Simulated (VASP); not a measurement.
# Al2O3 (P-6m2) in VASP: notebook

The runs below take Al2O3 through dielectric tensor, optical spectrum, density of states, with LDA.

Program: VASP 6.6.1. These are calculated values, not measurements. Logs are shortened: lines on timing, memory, paths and dates and some standing lists are left out, and cuts for length are marked.

### Step 1. The crystal as given

Symmetry: P-6m2, No. 187, hexagonal system. Conventional cell: a = 2.884 Å, b = 2.884 Å, c = 9.337 Å, α = 90.00°, β = 90.00°, γ = 120.00°. Al (site symmetry 3m) has 3 O at 1.80 Å as nearest neighbours. O (site symmetry 3m) is surrounded by 3 Al at 1.80 Å. O (site symmetry -6m2) is surrounded by 6 Al at 2.18 Å.

Measurements of this composition are mostly on another form, of space group No. 167.

### Step 2. Dielectric tensor, LDA

Input file INCAR:

```
ALGO     = Normal         # electronic algorithm
EDIFF    = 1E-8           # SCF threshold, eV
ENCUT    = 520            # plane-wave cutoff, eV
GGA      = CA             # functional
ISIF     = 2              # what is computed and relaxed
ISMEAR   = 0              # smearing method
LASPH    = True           # aspherical terms in the spheres
LCHARG   = False          # write CHGCAR
LEPSILON = True           # dielectric tensor by DFPT
LREAL    = False          # projectors in reciprocal space
LWAVE    = False          # write WAVECAR
NELM     = 100            # most SCF steps
PREC     = Accurate       # precision mode
SIGMA    = 0.02           # smearing width, eV
```

Input file KPOINTS:

```
k-points
0
Gamma
  11 11 3
```

Input file POSCAR:

```
Al2O3
1.0
    2.8843249483      0.0000000000      0.0000000000
   -1.4421624742      2.4978986780      0.0000000000
    0.0000000000      0.0000000000      9.3367544600
Al O
2 3
Direct
    0.0000000000      0.0000000000      0.8500076700
    0.0000000000      0.0000000000      0.1499923300
    0.3333333333      0.6666666667      0.7776830800
    0.6666666667      0.3333333333      0.0000000000
    0.3333333333      0.6666666667      0.2223169200
```

Potentials or basis: VASP PAW LDA potentials, release 64 (Al, O).

Command:

```bash
> cat potpaw_LDA.64/Al/POTCAR potpaw_LDA.64/O/POTCAR > POTCAR
> mpirun -np 1 vasp_std > vasp.out
```

OUTCAR:

```text
EDIFF = 1E-8
   ENCUT = 520
   GGA = CA
   ISIF = 2
   ISMEAR = 0
   LASPH = True
   LEPSILON = True
   LREAL = False
   NELM = 100
   PREC = Accurate

 ion  position               nearest neighbor table
   1  0.000  0.000  0.850-   3 1.80   3 1.80   3 1.80   4 2.18   4 2.18   4 2.18   2 2.80
   2  0.000  0.000  0.150-   5 1.80   5 1.80   5 1.80   4 2.18   4 2.18   4 2.18   1 2.80
   3  0.333  0.667  0.778-   1 1.80   1 1.80   1 1.80
   4  0.667  0.333  0.000-   1 2.18   2 2.18   1 2.18   2 2.18   1 2.18   2 2.18
   5  0.333  0.667  0.222-   2 1.80   2 1.80   2 1.80

  LATTYP: Found a hexagonal cell.
 ALAT       =     2.8843249483
 C/A-ratio  =     3.2370674689

  Lattice vectors:

 A1 = (   2.8843249483,   0.0000000000,   0.0000000000)
 A2 = (  -1.4421624742,   2.4978986780,   0.0000000000)
 A3 = (   0.0000000000,   0.0000000000,   9.3367544600)

Analysis of symmetry for initial positions (statically):
=====================================================================
 Subroutine PRICEL returns:
 Original cell was already a primitive cell.

 Routine SETGRP: Setting up the symmetry group for a
 hexagonal supercell.

 Subroutine GETGRP returns: Found 12 space group operations
 (whereof 12 operations were pure point group operations)
 out of a pool of 24 trial point group operations.

The static configuration has the point symmetry D_3h.

Analysis of symmetry for dynamics (positions and initial velocities):
=====================================================================
 Subroutine PRICEL returns:
 Original cell was already a primitive cell.

 Routine SETGRP: Setting up the symmetry group for a
 hexagonal supercell.

 Subroutine GETGRP returns: Found 12 space group operations
 (whereof 12 operations were pure point group operations)
 out of a pool of 24 trial point group operations.

The dynamic configuration has the point symmetry D_3h.

 Subroutine INISYM returns: Found 12 space group operations
 (whereof 12 operations are pure point group operations),
 and found     1 'primitive' translations

----------------------------------------------------------------------------------------

                                     Primitive cell

  volume of cell :      67.2690

  direct lattice vectors                    reciprocal lattice vectors
     2.884324948  0.000000000  0.000000000     0.346701574  0.200168247  0.000000000
    -1.442162474  2.497898678  0.000000000     0.000000000  0.400336494  0.000000000
     0.000000000  0.000000000  9.336754460     0.000000000  0.000000000  0.107103598

  length of vectors
     2.884324948  2.884324948  9.336754460     0.400336494  0.400336494  0.107103598

  position of ions in fractional coordinates (direct lattice)
     0.000000000  0.000000000  0.850007670
     0.000000000  0.000000000  0.149992330
     0.333333333  0.666666667  0.777683080
     0.666666667  0.333333333  0.000000000
     0.333333333  0.666666667  0.222316920

  ion indices of the primitive-cell ions
   primitive index   ion index
                 1           1
                 2           2
                 3           3
                 4           4
                 5           5

----------------------------------------------------------------------------------------

 KPOINTS: k-points

Automatic generation of k-mesh.
 Grid dimensions read from file:
 generate k-points for:   11   11    3

 Generating k-lattice:

  Cartesian coordinates                     Fractional coordinates (reciprocal lattice)
     0.031518325  0.018197113  0.000000000     0.090909091  0.000000000  0.000000000
     0.000000000  0.036394227  0.000000000     0.000000000  0.090909091  0.000000000
     0.000000000  0.000000000  0.035701199     0.000000000  0.000000000  0.333333333

  Length of vectors
     0.036394227  0.036394227  0.035701199

  Shift w.r.t. Gamma in fractional coordinates (k-lattice)
     0.000000000  0.000000000  0.000000000

 Subroutine IBZKPT returns following result:
 ===========================================
[... 54 lines left out ...]
   ISIF   =      2    stress and relaxation
   ISYM   =      2    0-nonsym 1-usesym 2-fastsym
   POTIM  = 0.5000    time-step for ionic-motion
   TEBEG  =    0.0;   TEEND  =   0.0 temperature during run
   PSTRESS=    0.0 pullay stress
   NELECT =      24.0000    total number of electrons
   NUPDOWN=      -1.0000    fix difference up-down
   EMIN   =  10.00;   EMAX   =-10.00  energy-range for DOS
   EFERMI =   0.00;   METHOD = LEGACY
   ISMEAR =     0;   SIGMA  =   0.02  broadening in eV -4-tet -1-fermi 0-gaus
   EFERMI_NEDOS =   21; number of points for ismear=-14 and -15
   IALGO  =     38    algorithm
   IMIX   =      4    mixing-type and parameters
     AMIX     =   0.40;   BMIX     =  1.00
     AMIX_MAG =   1.60;   BMIX_MAG =  1.00
  volume/ion in A,a.u.               =      13.45        90.79
  Fermi-wavevector in a.u.,A,eV,Ry     =   1.161111  2.194181 18.343074  1.348178
  Thomas-Fermi vector in A             =   2.297686
   LORBIT       =      0    0 simple, 1 ext, 2 COOP (PROOUT), +10 PAW based schemes
   GGA     = CA    functional components
   LHFCALC =     F    Hartree Fock is set to
   AEXX    =    0.0000 exact exchange contribution
   IVDW    =     0    specifies the selected vdW correction
   LEPSILON=     T    determine dielectric tensor
   LRPA    =     F    only Hartree local field effects (RPA)
 non-spin polarized calculation
 Gauss-broadening in eV      SIGMA  =   0.02
  energy-cutoff  :      520.00
  volume of cell :       67.27
 maximum number of plane-waves:      1841
 NGX is ok and might be reduce to    24
   NGX = 11   NGY = 11   NGZ = 35

--------------------------------------- Ionic step        1  -------------------------------------------

 number of electron      23.9999982 magnetization

 E-fermi :   0.6491     XC(G=0):  -8.8992

 val. band max:        0.5624544194   @ k =   0.0909   0.0909   0.0000
 cond. band min:       5.3043430204   @ k =   0.0000   0.0000   0.0000
 fundamental gap:      4.7418886010
 Fermi energy:         0.6490697930

 k-point     1 :       0.0000    0.0000    0.0000
  band No.  band energies     occupation
      1     -17.9013      2.00000
      2     -16.8460      2.00000
      3     -15.6114      2.00000
      4      -4.4247      2.00000
      5      -1.5474      2.00000
      6      -0.9203      2.00000
[... 433 lines left out ...]
      3     -15.3997      2.00000
      4      -4.2803      2.00000
      5      -3.2322      2.00000
      6      -2.5686      2.00000
[... 8 lines left out ...]
     15       9.9810      0.00000
     16      11.0272      0.00000

 [... further k-points ...]

  FORCE on cell =-STRESS in cart. coord.  units (eV):
  Direction    XX          YY          ZZ          XY          YZ          ZX
  --------------------------------------------------------------------------------------
  -------------------------------------------------------------------------------------
  Total       -2.9764194     -2.9764194     -2.0973544      0.0000000     -0.0000000      0.0000000
  in kB      -70.8907825    -70.8907825    -49.9536769      0.0000000     -0.0000000      0.0000000
  external PRESSURE =     -63.9117473 kB  Pullay stress =       0.0000000 kB

 VOLUME and BASIS-vectors are now :
 -----------------------------------------------------------------------------
  energy-cutoff  :      520.00
  volume of cell :       67.27
      direct lattice vectors                 reciprocal lattice vectors
     2.884324948  0.000000000  0.000000000     0.346701574  0.200168247  0.000000000
    -1.442162474  2.497898678  0.000000000     0.000000000  0.400336494  0.000000000
     0.000000000  0.000000000  9.336754460     0.000000000  0.000000000  0.107103598

 POSITION                                       TOTAL-FORCE (eV/Angst)
 -----------------------------------------------------------------------------------
      0.00000      0.00000      7.93631         0.000000     -0.000000     -0.018727
      0.00000      0.00000      1.40044         0.000000     -0.000000      0.018727
     -0.00000      1.66527      7.26104        -0.000000     -0.000000      0.497776
      1.44216      0.83263      0.00000        -0.000000     -0.000000      0.000000
     -0.00000      1.66527      2.07572        -0.000000      0.000000     -0.497776
 -----------------------------------------------------------------------------------
    total drift:                                0.000000     -0.000000      0.000000

  FREE ENERGIE OF THE ION-ELECTRON SYSTEM (eV)
  ---------------------------------------------------
  free  energy   TOTEN  =       -40.0932931879 eV

  energy  without entropy=      -40.0932931879  energy(sigma->0) =      -40.09329319

 HEAD OF MICROSCOPIC STATIC DIELECTRIC TENSOR (INDEPENDENT PARTICLE, excluding Hartree and local field effects)
 ------------------------------------------------------
           2.803367    -0.000000    -0.000000
          -0.000000     2.803367    -0.000000
           0.000000     0.000000     2.621816
 ------------------------------------------------------

 Free energy of the ion-electron system (eV)
  ---------------------------------------------------
  ---------------------------------------------------
  free energy    TOTEN  =        -0.33756119 eV

  energy without entropy =       -0.33756119

------------------------ aborting loop because EDIFF is reached ----------------------------------------

--------------------------------------- Ionic step        2  -------------------------------------------

------------------------ aborting loop because EDIFF is reached ----------------------------------------

--------------------------------------- Ionic step        3  -------------------------------------------

 Free energy of the ion-electron system (eV)
  ---------------------------------------------------
  ---------------------------------------------------
  free energy    TOTEN  =        -0.18929626 eV

  energy without entropy =       -0.18929626

------------------------ aborting loop because EDIFF is reached ----------------------------------------

 PIEZOELECTRIC TENSOR FIELD DIRECTION 3  (e Angst)
 -----------------------------------------------------------------------------
    -0.00022 -0.00000 -0.00000           ( -0.00000  0.00000  0.00000)
     0.00000 -0.00022  0.00000           (  0.00000 -0.00000 -0.00000)
    -0.00000 -0.00000  0.00011           (  0.00000 -0.00000 -0.00000)

 PIEZOELECTRIC TENSOR FIELD DIRECTION 3  (C/m^2)
 -----------------------------------------------------------------------------
    -0.00005 -0.00000 -0.00000
     0.00000 -0.00005  0.00000
    -0.00000 -0.00000  0.00003

 MACROSCOPIC STATIC DIELECTRIC TENSOR (including local field effects in DFT)
 ------------------------------------------------------
           2.701309    -0.000000    -0.000000
          -0.000000     2.701309     0.000000
           0.000000     0.000000     1.945187
 ------------------------------------------------------

 PIEZOELECTRIC TENSOR (including local field effects)  for field in x, y, z        (e  Angst)
          XX          YY          ZZ          XY          YZ          ZX
  --------------------------------------------------------------------------------
  x     0.00000    -0.00000     0.00000    -0.07196     0.00000     0.00000
  y    -0.07196     0.07196    -0.00000    -0.00000     0.00000     0.00000
  z     0.00000     0.00000     0.00000     0.00000     0.00000     0.00000

 PIEZOELECTRIC TENSOR (including local field effects)  for field in x, y, z        (C/m^2)
          XX          YY          ZZ          XY          YZ          ZX
  --------------------------------------------------------------------------------
  x     0.00000    -0.00000     0.00000    -0.01714     0.00000     0.00000
  y    -0.01714     0.01714    -0.00000    -0.00000     0.00000     0.00000
  z     0.00000     0.00000     0.00000     0.00000     0.00000     0.00000

 BORN EFFECTIVE CHARGES (including local field effects) (in |e|, cummulative output)
 ---------------------------------------------------------------------------------
 ion    1
    1     3.02025    -0.00000     0.00000
    2    -0.00000     3.02025     0.00000
    3     0.00000     0.00000     1.51664
 ion    2
    1     3.02025    -0.00000     0.00000
    2    -0.00000     3.02025    -0.00000
    3    -0.00000     0.00000     1.51664
 ion    3
    1    -1.90110     0.00000    -0.00000
    2     0.00000    -1.90110     0.00000
    3    -0.00000     0.00000    -0.91233
 ion    4
    1    -2.23831     0.00000     0.00000
    2     0.00000    -2.23831    -0.00000
    3     0.00000     0.00000    -1.20863
 ion    5
    1    -1.90110     0.00000     0.00000
    2     0.00000    -1.90110     0.00000
    3     0.00000     0.00000    -0.91233
```

Run time: 2.7 min. Hardware: 1 thread of Intel Xeon 6975P-C (Granite Rapids), shared host; peak memory 0.38 GiB.

Results:

```
Band gap on the k mesh                  : 4.74 eV, indirect (least direct gap 4.99 eV)
Electronic dielectric tensor (diagonal) : 2.70, 2.70, 1.95
Born charges (mean of the diagonal)     : Al +2.52; O -1.57, -1.90 e
```

Electronic dielectric tensor:
```
2.70 0.00 0.00
0.00 2.70 0.00
0.00 0.00 1.95
```

Born effective charge tensors (e):
atom 1, Al
```
3.02 0.00 0.00
0.00 3.02 0.00
0.00 0.00 1.52
```
atom 2, Al
```
3.02 0.00 0.00
0.00 3.02 0.00
0.00 0.00 1.52
```
atom 3, O
```
-1.90  0.00  0.00
 0.00 -1.90  0.00
 0.00  0.00 -0.91
```
atom 4, O
```
-2.24  0.00  0.00
 0.00 -2.24  0.00
 0.00  0.00 -1.21
```
atom 5, O
```
-1.90  0.00  0.00
 0.00 -1.90  0.00
 0.00  0.00 -0.91
```

Caveat: an odd mesh through Γ misses points on the zone boundary, where band edges often lie.

(Continued in part 2 of 2.)
